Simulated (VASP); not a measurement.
Write the native input for VASP 6.6.1 that does the following.

* Task: relaxation of cell and atoms
* Functional: PBE
* Dispersion: D3(BJ)
* Potentials or basis: VASP PAW PBE potentials, release 64 (Ta_pv, S)
* Cutoff: 600 eV
* k mesh: 9 × 9 × 5
* Occupations: fermi-dirac, width 0.05 eV
* Spin: no spin polarisation
* Further INCAR settings: ALGO = Fast; EDIFF = 1e-06; IBRION = 2; EDIFFG = -0.01; NSW = 40; ISIF = 3

The structure of TaS2 lies in POSCAR:

```
TaS2
1.0
    3.3500000000      0.0000000000      0.0000000000
   -1.6750000000      2.9011851027      0.0000000000
    0.0000000000      0.0000000000      5.8600000000
Ta S
1 2
Direct
    0.0000000000      0.0000000000      0.0000000000
    0.6666666667      0.3333333333      0.7500000000
    0.3333333333      0.6666666667      0.2500000000
```

One way to write it, as run:

INCAR

```
ALGO = Fast ; EDIFF = 1E-6
EDIFFG = -0.01 ; ENCUT = 600
GGA = PE ; IBRION = 2
ISIF = 3 ; ISMEAR = -1
IVDW = 12 ; LASPH = T
LCHARG = F ; LREAL = F
LWAVE = F ; NELM = 100
NSW = 40 ; PREC = Accurate
SIGMA = 0.05
```

KPOINTS

```
k-points
0
Gamma
  9 9 5
```

Potentials or basis: VASP PAW PBE potentials, release 64 (Ta_pv, S).

Command:

```sh
$ cat potpaw_PBE.64/Ta_pv/POTCAR potpaw_PBE.64/S/POTCAR > POTCAR
$ mpirun -np 1 vasp_std > vasp.out
```

Results of the run:

The relaxed volume is 18.54 Å³/atom. The relaxed cell is a = 3.329 Å, b = 3.329 Å, c = 5.793 Å, α = 90.00°, β = 90.00°, γ = 120.00°, the space group after relaxing (to 0.05 Å) is P-3m1 (No. 164) and the energy gained by relaxing is 31.8 meV/atom. The ionic steps are 18 and the pressure after relaxing is 0.0 GPa. The band gap on the k mesh is none (metal or under the smearing width) and the dispersion energy per atom is -0.425 eV.

Run time: 4.9 min on 1 thread of Intel(R) Xeon(R) Platinum 8488C (Sapphire Rapids), on a shared host, peak memory 0.23 GiB.
